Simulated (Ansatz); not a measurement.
# Au (Im-3m) in Ansatz: notebook

The runs below take Au through relaxation of cell and atoms, single point, with BLYP+D4, PBE.

Program: Ansatz 0.2.0. These are calculated values, not measurements. Logs are shortened: lines on timing, memory, paths and dates and some standing lists are left out, and cuts for length are marked.

## Step 1: The crystal as given

The structure is cubic, space group Im-3m (No. 229). Conventional cell: a = 3.315 Å, b = 3.315 Å, c = 3.315 Å, α = 90.00°, β = 90.00°, γ = 90.00°. Au (site symmetry m-3m) is surrounded by 8 Au at 2.87 Å.

This isn't the form of Au at room conditions, which is fcc.

## Step 2: Relaxation of cell and atoms, BLYP+D4

input.yaml

```yaml
crystal:
  lattice:
    - [-1.657269, 1.657269, 1.657269]
    - [1.657269, -1.657269, 1.657269]
    - [1.657269, 1.657269, -1.657269]
  atoms:
    - { symbol: Au, position: [0.0, 0.0, 0.0] }
hamiltonian:
  xc: blyp
  pseudopotentials: { kind: paw }
  dispersion: d4
kpoints:
  mp_grid: { grid: [11, 11, 11] }
scf:
  occupations: { method: fermi_dirac, width: 0.05 }
output:
  forces: true
  stress: true
  eigenvalues: true
relax:
  f_tol: 0.01
  max_steps: 40
  cell: { stress_tol: 0.05 }
```

Potentials or basis: Ansatz PAW.

Command:

```console
> ansatz run input.yaml --threads 2 --pin off --max-ram 5632MiB --backend cpu --events-out ev --progress --plain --runs-dir out
```

The log of the run:

```text
Warning: RAYON_NUM_THREADS=2 ignored (pool sized by the plan → 2); use --threads N
Engine: ansatz 0.2.0, aarch64-unknown-linux-gnu
Pseudopotentials: kind: paw
Pseudopotential: Au, paw, valence charge 19, recommended cutoff 420 eV (normal), Au.paw.azcp
Functional definition: BLYP
  parameter beta = 0.0042
  parameter a = 0.04918
  parameter b = 0.132
  parameter c = 0.2533
  parameter d = 0.349
  exchange = b88_x(beta = beta)
  correlation = lyp_c(a = a, b = b, c = c, d = d)
Crystal: 1 atoms, lattice volume = 18.207 Å³
Basis set: ecut = 420 eV, 369 PW (Γ), exchange–correlation on 40×40×40 points (8 copies of the dense FFT grid, shifted against one another)
Bands: 14, of which v1, the nominal top of the filled ones, is band 10 counted from 1 (9 counted from 0)
Symmetry: 48 space group operations
Space group: Im-3m (ITA 229), of the structure as read, at distance tolerance 2.6e-5 Å
k-points: 56 of 1331
Non-local potential: Au, projectors of the file, l = 0: 3, l = 1: 2, l = 2: 2, l = 3: 1
PAW form: soft (Blöchl's): semilocal exchange-correlation on the pseudo side does not see the compensation charge
PAW frozen core: Au, regenerated for the run's functional, and the local potential with it (the file was generated under x = pbe(κ = 0.804, μ = 0.2195149727645171), c = pbe(β = 0.06672455060314922))
PAW one-centre angular grid: Au, 590 points (default); XC on 64 Gauss nodes
Initial density: superposition of atomic densities (neutral atoms: chi_scale 0, normalization atom), corrected by the library's trained network
Initial wavefunctions: pseudopotential atomic-orbital guess
Functional: x = b88, c = lyp
SCF iter   1: F=—  HF=-13177.181402 eV  |F-HF|=—  |Δ(HF+E_count)|=         —  Δρ=7.52e-3  dr2=1.14e-2  ethr=1.77e-3  ⟨swp⟩=4.9  Hψ=4014  notcnv=0
preconditioner: auto → Kerker (q_TF=auto, 2.748 Å⁻¹)  [metal: Δε(μ)=0.020 eV  Ē_g=15.709 eV  σ=0.050 eV  W_gap=0.10  n_scr=12 (ndim 8)  ℏωp=28.9 eV  f_vac=0.000  D(μ)=0.74/eV (n_scr^D=12)]
SCF iter   2: F=—  HF=-13177.179869 eV  |F-HF|=—  |Δ(HF+E_count)|=   1.53e-3  Δρ=4.18e-3  dr2=3.01e-3  ethr=5.98e-5  ⟨swp⟩=1.3  Hψ=1247  notcnv=0  defer=1
SCF iter   3: F=—  HF=-13177.179729 eV  |F-HF|=—  |Δ(HF+E_count)|=   1.40e-4  Δρ=1.18e-3  dr2=1.66e-4  ethr=1.58e-5  ⟨swp⟩=2.1  Hψ=1052  notcnv=0  defer=1
SCF iter   4: F=—  HF=-13177.179804 eV  |F-HF|=—  |Δ(HF+E_count)|=   7.49e-5  Δρ=1.66e-4  dr2=2.73e-6  ethr=8.75e-7  ⟨swp⟩=2.4  Hψ=1216  notcnv=0  defer=1
SCF iter   5: F=—  HF=-13177.179808 eV  |F-HF|=—  |Δ(HF+E_count)|=   4.73e-6  Δρ=3.91e-5  dr2=2.05e-7  ethr=1.44e-8  ⟨swp⟩=2.1  Hψ=1082  notcnv=0  defer=1
SCF iter   6: F=-13177.179808 eV  HF=-13177.179808 eV  |F-HF|=9.02e-10  |Δ(HF+E_count)|=   9.02e-8  Δρ=6.61e-6  dr2=6.17e-9  ethr=5.26e-10  ⟨swp⟩=5.7  Hψ=3413  notcnv=0
SCF 1 converged in 6 iterations: F = -13177.179808 eV  dr2 = 6.17e-9
relax step   1: F+E_penalty+E_count = -13177.17980843 eV  Δ(F+E_penalty+E_count) = +0.000e0 eV  max|allowed force component| = 0.000e0 eV/Å  Δτ_max = 0.0000 Å  P = -1.287 GPa  Ω = 18.207 Å³  (6 SCF iters, dr2 threshold 1.00e-7 eV, accepted)
Crystal: 1 atoms, lattice volume = 17.748 Å³
Initial density: handed on by an earlier stage of this run
Initial wavefunctions: those handed on with the density
iter 1 solved again at ethr=2.43e-6 eV; its pass at ethr=3.10e-3 eV (dr2=4.62e-4 eV) is discarded
SCF iter   1: F=—  HF=-13177.178813 eV  |F-HF|=—  |Δ(HF+E_count)|=         —  Δρ=1.55e-3  dr2=4.16e-4  ethr=2.43e-6  ⟨swp⟩=1.8  Hψ=5423  notcnv=0
preconditioner: auto → Kerker (q_TF=auto, 2.759 Å⁻¹)  [metal: Δε(μ)=0.042 eV  Ē_g=15.911 eV  σ=0.050 eV  W_gap=0.20  n_scr=12 (ndim 8)  ℏωp=29.2 eV  f_vac=0.000  D(μ)=0.76/eV (n_scr^D=12)]
SCF iter   2: F=—  HF=-13177.178722 eV  |F-HF|=—  |Δ(HF+E_count)|=   9.09e-5  Δρ=8.29e-4  dr2=1.02e-4  ethr=2.19e-6  ⟨swp⟩=1.0  Hψ=786  notcnv=0
SCF iter   3: F=—  HF=-13177.178696 eV  |F-HF|=—  |Δ(HF+E_count)|=   2.64e-5  Δρ=1.80e-4  dr2=3.12e-6  ethr=5.38e-7  ⟨swp⟩=2.2  Hψ=1074  notcnv=0
SCF iter   4: F=—  HF=-13177.178688 eV  |F-HF|=—  |Δ(HF+E_count)|=   7.67e-6  Δρ=3.05e-5  dr2=7.92e-8  ethr=5.26e-10  ⟨swp⟩=3.2  Hψ=3136  notcnv=0
SCF iter   5: F=-13177.178688 eV  HF=-13177.178688 eV  |F-HF|=7.88e-10  |Δ(HF+E_count)|=   8.63e-8  Δρ=6.86e-6  dr2=6.85e-9  ethr=4.17e-10  ⟨swp⟩=2.0  Hψ=2463  notcnv=0
SCF 2 converged in 5 iterations: F = -13177.178688 eV  dr2 = 6.85e-9
relax step   2: F+E_penalty+E_count = -13177.17868811 eV  Δ(F+E_penalty+E_count) = +1.120e-3 eV  max|allowed force component| = 0.000e0 eV/Å  Δτ_max = 0.0000 Å  P = +2.302 GPa  Ω = 17.748 Å³  energy of the carried Pulay correction = +1.907e-4 eV  (5 SCF iters, dr2 threshold 1.00e-7 eV, rejected (line search))
Crystal: 1 atoms, lattice volume = 18.040 Å³
iter 1 solved again at ethr=7.30e-7 eV; its pass at ethr=3.10e-3 eV (dr2=1.39e-4 eV) is discarded
SCF iter   1: F=—  HF=-13177.180633 eV  |F-HF|=—  |Δ(HF+E_count)|=         —  Δρ=9.80e-4  dr2=1.70e-4  ethr=7.30e-7  ⟨swp⟩=2.0  Hψ=5514  notcnv=0
preconditioner: auto → Kerker (q_TF=auto, 2.752 Å⁻¹)  [metal: Δε(μ)=0.034 eV  Ē_g=15.762 eV  σ=0.050 eV  W_gap=0.17  n_scr=12 (ndim 8)  ℏωp=29.0 eV  f_vac=0.000  D(μ)=0.74/eV (n_scr^D=12)]
SCF iter   2: F=—  HF=-13177.180600 eV  |F-HF|=—  |Δ(HF+E_count)|=   3.28e-5  Δρ=5.30e-4  dr2=4.24e-5  ethr=7.30e-7  ⟨swp⟩=1.1  Hψ=796  notcnv=0
SCF iter   3: F=—  HF=-13177.180589 eV  |F-HF|=—  |Δ(HF+E_count)|=   1.15e-5  Δρ=1.13e-4  dr2=1.31e-6  ethr=2.23e-7  ⟨swp⟩=2.2  Hψ=1079  notcnv=0
SCF iter   4: F=—  HF=-13177.180581 eV  |F-HF|=—  |Δ(HF+E_count)|=   7.18e-6  Δρ=2.03e-5  dr2=3.53e-8  ethr=6.90e-9  ⟨swp⟩=2.1  Hψ=1306  notcnv=0
SCF iter   5: F=—  HF=-13177.180581 eV  |F-HF|=—  |Δ(HF+E_count)|=   3.88e-8  Δρ=4.61e-6  dr2=3.23e-9  ethr=1.86e-10  ⟨swp⟩=2.2  Hψ=1024  notcnv=0
SCF iter   6: F=—  HF=-13177.180581 eV  |F-HF|=—  |Δ(HF+E_count)|=   1.31e-9  Δρ=9.37e-7  dr2=1.17e-10  ethr=1.70e-11  ⟨swp⟩=2.0  Hψ=1094  notcnv=0
SCF iter   7: F=-13177.180581 eV  HF=-13177.180581 eV  |F-HF|=3.64e-12  |Δ(HF+E_count)|=  4.37e-11  Δρ=1.26e-7  dr2=1.31e-12  ethr=1.00e-12  ⟨swp⟩=5.0  Hψ=2904  notcnv=0
SCF 3 converged in 7 iterations: F = -13177.180581 eV  dr2 = 1.31e-12
relax step   3: F+E_penalty+E_count = -13177.18058143 eV  Δ(F+E_penalty+E_count) = -7.730e-4 eV  max|allowed force component| = 0.000e0 eV/Å  Δτ_max = 0.0000 Å  P = -0.048 GPa  Ω = 18.040 Å³  energy of the carried Pulay correction = +6.894e-5 eV  (7 SCF iters, accepted)
Initial wavefunctions: pseudopotential atomic-orbital guess (no wavefunctions were taken with the density)
iter 1 solved again at ethr=6.10e-9 eV; its pass at ethr=3.10e-3 eV (dr2=1.16e-6 eV) is discarded
SCF iter   1: F=—  HF=-13177.180511 eV  |F-HF|=—  |Δ(HF+E_count)|=         —  Δρ=2.50e-5  dr2=1.99e-8  ethr=6.10e-9  ⟨swp⟩=3.3  Hψ=6262  notcnv=0
preconditioner: auto → Kerker (q_TF=auto, 2.752 Å⁻¹)  [metal: Δε(μ)=0.036 eV  Ē_g=15.755 eV  σ=0.050 eV  W_gap=0.17  n_scr=12 (ndim 8)  ℏωp=29.0 eV  f_vac=0.000  D(μ)=0.74/eV (n_scr^D=12)]
SCF iter   2: F=—  HF=-13177.180512 eV  |F-HF|=—  |Δ(HF+E_count)|=   1.27e-6  Δρ=1.29e-5  dr2=4.74e-9  ethr=1.05e-10  ⟨swp⟩=2.1  Hψ=1321  notcnv=0
SCF iter   3: F=—  HF=-13177.180512 eV  |F-HF|=—  |Δ(HF+E_count)|=   3.54e-9  Δρ=2.08e-6  dr2=1.50e-10  ethr=2.50e-11  ⟨swp⟩=2.4  Hψ=1304  notcnv=0
SCF iter   4: F=-13177.180512 eV  HF=-13177.180512 eV  |F-HF|=0.00e0  |Δ(HF+E_count)|=  1.33e-10  Δρ=1.08e-7  dr2=9.40e-13  ethr=1.00e-12  ⟨swp⟩=3.7  Hψ=3529  notcnv=0
SCF 4 converged in 4 iterations: F = -13177.180512 eV  dr2 = 9.40e-13
relax step   4: F+E_penalty+E_count = -13177.18051245 eV  Δ(F+E_penalty+E_count) = +6.898e-5 eV  max|allowed force component| = 0.000e0 eV/Å  Δτ_max = 0.0000 Å  P = -0.047 GPa  Ω = 18.040 Å³  stress off target by 4.70e-2 GPa  SCF on the basis re-selected at this cell (its energy is not comparable with the rows above)  (4 SCF iters)
basis re-selected at this cell: Δ(F+E_penalty+E_count) = +6.898e-5 eV, ΔP = +0.001 GPa vs the last step (what re-selecting the basis moved, of the pressure what is left beyond the Pulay correction that the steps carried, after the strain that the cell walked since its last selection, with what the two solves' SCF thresholds leave and, on support functions, any second-order correction that the steps lacked; it is no measure of the basis error at this ecutwfc). This SCF's stress stands 4.70e-2 GPa from its target on what of the cell is left free (relax.cell.stress_tol is 5.00e-2 GPa) and its largest allowed force component is 0.00e0 eV/Å (relax.f_tol is 1.00e-2 eV/Å): within both
SCF converged after 4 iterations
Free energy (F): -13177.180512 eV
Harris-Foulkes:  -13177.180512 eV  (|F-HF|=0.00e0)
Internal energy: -13177.175162 eV  (E = F + TS)
E sigma→0 (E₀):  -13177.177837 eV
Entropy (-TS):   -0.005350 eV (-5.350 meV/atom)
Fermi energy:    19.519008 eV
--- Per-component energies (eV) ---
  E_band       = -222.226492
  E_kinetic    = 605.658375
  E_local      = -1788.875016  (includes V_loc(G=0)·N_el)
  E_nonlocal   = 71.717622
  E_hartree    = 759.487162
  E_xc         = -224.777291
  E_vxc        = -270.614341  (∫ρ·V_xc dr)
  E_paw        = -9736.749392  (= ΣΔE_a)
  E_vpaw       = -359.088742  (= ΣTr[D̂ρ^β])
  E_aug_tail   = 0.001329  (compensation charges beyond the density's cutoff)
  E_ewald      = -2862.547460
  E_disp       = -1.232783  (pairwise vdW)
  E_core_change = 0.142292  (= ΣΔE_core)
  E_smearing   = -0.005350  (= −TS)
  E_closure    = -0.000000  (closes the sum)
  Σ components = -13177.180512   (vs F -13177.180512, Δ=0.00e0)
--- Forces (eV/Å), atoms counted from 1 ---
  atom   1  Au    -0.00000000    -0.00000000     0.00000000
  max |Σ_I F_I| component: 1.31e-31 eV/Å
--- Stress (GPa, compression-positive) ---
       -0.047026      -0.000000       0.000000
       -0.000000      -0.047026       0.000000
        0.000000       0.000000      -0.047026
  P = ⅓ Tr σ = -0.0470 GPa (-0.470 kbar)
--- Band table (eV; the first three rows and the last of 56) ---
  k-point 0: bands = ["-85.6953", "-37.0118", "-37.0118", "-37.0118", "10.4225", "15.0098", "15.0098", "15.0098", "16.7812", "16.7812", "36.3284", "36.3284", "36.3284", "42.7312"]
  k-point 1: bands = ["-85.6946", "-37.0263", "-37.0172", "-37.0116", "10.7113", "14.9246", "15.0204", "15.2081", "16.6840", "16.7875", "36.1745", "36.3552", "36.6814", "40.5230"]
  k-point 2: bands = ["-85.6925", "-37.0652", "-37.0315", "-37.0111", "11.5062", "14.7034", "15.0560", "15.7726", "16.5218", "16.8101", "34.2036", "35.7287", "37.6594", "39.1066"]
  k-point 55: bands = ["-85.6775", "-37.1507", "-37.1489", "-37.1489", "13.3569", "13.3818", "17.6748", "17.6748", "17.7743", "24.7212", "26.2825", "26.2825", "29.4825", "35.3502"]
--- Relaxed structure (3 steps of the walk, 2 accepted, 1 SCFs on fresh bases) ---
  F+E_penalty+E_count = -13177.18051245 eV   max|allowed force component| = 0.000e0 eV/Å   (the final SCF, on the basis selected at the relaxed cell)
  cell:  # Å, volume = 18.0397 Å³
    - [-1.6521756992377543, 1.6521756992377543, 1.6521756992377543]
    - [1.6521756992377543, -1.6521756992377543, 1.6521756992377543]
    - [1.6521756992377543, 1.6521756992377543, -1.6521756992377543]
  atoms:
    - { symbol: Au, position: [0.0, 0.0, 0.0] }
```

It took 3 s on 2 threads of Arm Neoverse V1, shared host; peak memory 0.28 GiB.

What came out:

| Item | Value |
| --- | --- |
| Free energy | -13177.1805 eV |
| Relaxed volume | 18.04 Å³/atom |
| Relaxed cell | a = 2.862 Å, b = 2.862 Å, c = 2.862 Å, α = 109.47°, β = 109.47°, γ = 109.47° |
| Space group after relaxing (to 0.05 Å) | Im-3m (No. 229) |
| Energy gained by relaxing | 0.7 meV/atom |
| Ionic steps | 3 |
| Pressure after relaxing | 0.0 GPa |
| Band gap on the k mesh | none (metal or under the smearing width) |

The path:
```tsv
step	energy change (eV)	largest force (eV/Å)	volume (Å³)
1	0.0000	0.0000	18.21
2	-0.0008	0.0000	18.04
3	-0.0007	0.0000	18.04
```

Final structure:
```
Au
1.0
    -1.65218    1.65218    1.65218
     1.65218   -1.65218    1.65218
     1.65218    1.65218   -1.65218
Au
1
Direct
  0.00000 0.00000 0.00000
```

Levels at points of the mesh, in eV from the Fermi level:
| k point | band 5 | band 6 | band 7 | band 8 | band 9 | band 10 | band 11 | band 12 | band 13 | band 14 |
| --- | --- | --- | --- | --- | --- | --- | --- | --- | --- | --- |
| (0.00, 0.00, 0.00) | -9.10 | -4.51 | -4.51 | -4.51 | -2.74 | -2.74 | 16.81 | 16.81 | 16.81 | 23.21 |

Caveat: the plane-wave basis is chosen anew once the cell has moved, so the energies of steps on either side of that aren't comparable; pairwise dispersion overbinds metals, which lowers pressure and volume; the PAW data sets come from PBE, with cores solved anew for the run's functional, which leaves a small shift of forces and pressure. The run has no spin-orbit coupling, so splittings on Au are missing.

## Step 3: Single point, PBE

input.yaml

```yaml
crystal:
  lattice:
    - [-1.657269, 1.657269, 1.657269]
    - [1.657269, -1.657269, 1.657269]
    - [1.657269, 1.657269, -1.657269]
  atoms:
    - { symbol: Au, position: [0.0, 0.0, 0.0] }
hamiltonian:
  xc: pbe
  pseudopotentials: { kind: paw }
kpoints:
  mp_grid: { grid: [11, 11, 11] }
scf:
  occupations: { method: gaussian, width: 0.027 }
output:
  forces: true
  stress: true
  eigenvalues: true
```

Potentials or basis: Ansatz PAW.

Command:

```console
> ansatz run input.yaml --threads 2 --pin off --max-ram 5632MiB --backend cpu --events-out ev --progress --plain --runs-dir out
```

Wall time 0.67 s (2 threads of Arm Neoverse V1, shared host); peak memory 0.26 GiB.

It converged, with:

```yaml
Free_energy: -13149.2997 eV
Pressure: -0.8 GPa
Band_gap_on_the_k_mesh: none (metal or under the smearing width)
```

Levels at points of the mesh, in eV from the Fermi level:
```
           k point  band 7  band 8  band 9  band 10  band 11  band 12  band 13  band 14
(0.00, 0.00, 0.00)   -4.40   -4.40   -2.66    -2.66    16.54    16.54    16.54    23.27
```

## Step 4: Single point, PBE

input.yaml, as its differences from that of step 3:

```diff
@@ -13,3 +13,3 @@
 scf:
-  occupations: { method: gaussian, width: 0.027 }
+  occupations: { method: gaussian, width: 0.028 }
 output:
```

Command:

```console
> ansatz run input.yaml --threads 2 --pin off --max-ram 5632MiB --backend cpu --events-out ev --progress --plain --runs-dir out
```

It took 0.65 s on 2 threads of Arm Neoverse V1, shared host; peak memory 0.26 GiB.

It converged, with:

| Quantity | Value |
| --- | --- |
| Free energy | -13149.2997 eV |
| Pressure | -0.8 GPa |
| Band gap on the k mesh | none (metal or under the smearing width) |

Levels at points of the mesh, in eV from the Fermi level:
| k point | band 6 | band 7 | band 8 | band 9 | band 10 | band 11 | band 12 | band 13 | band 14 |
| --- | --- | --- | --- | --- | --- | --- | --- | --- | --- |
| (0.00, 0.00, 0.00) | -4.40 | -4.40 | -4.40 | -2.66 | -2.66 | 16.54 | 16.54 | 16.54 | 23.27 |

## Step 5: Summary

```tsv
task	level	cell	smearing	gap on the mesh (eV)	pressure (GPa)
relaxation of cell and atoms	BLYP+D4	relaxed	fermi-dirac 0.05 eV	none	0.0
single point	PBE	as given	gaussian 0.027 eV	none	-0.8
single point	PBE	as given	gaussian 0.028 eV	none	-0.8
```

Alike in all rows: potentials or basis Ansatz PAW; no spin polarisation; k mesh 11 × 11 × 11; cutoff (eV) 420.

Caveats: the plane-wave basis is chosen anew once the cell has moved, so the energies of steps on either side of that aren't comparable (some runs); pairwise dispersion overbinds metals, which lowers pressure and volume (some runs); the PAW data sets come from PBE, with cores solved anew for the run's functional, which leaves a small shift of forces and pressure (some runs).

Total energies depend on the potentials used, so only differences within one code and one set of settings carry meaning.
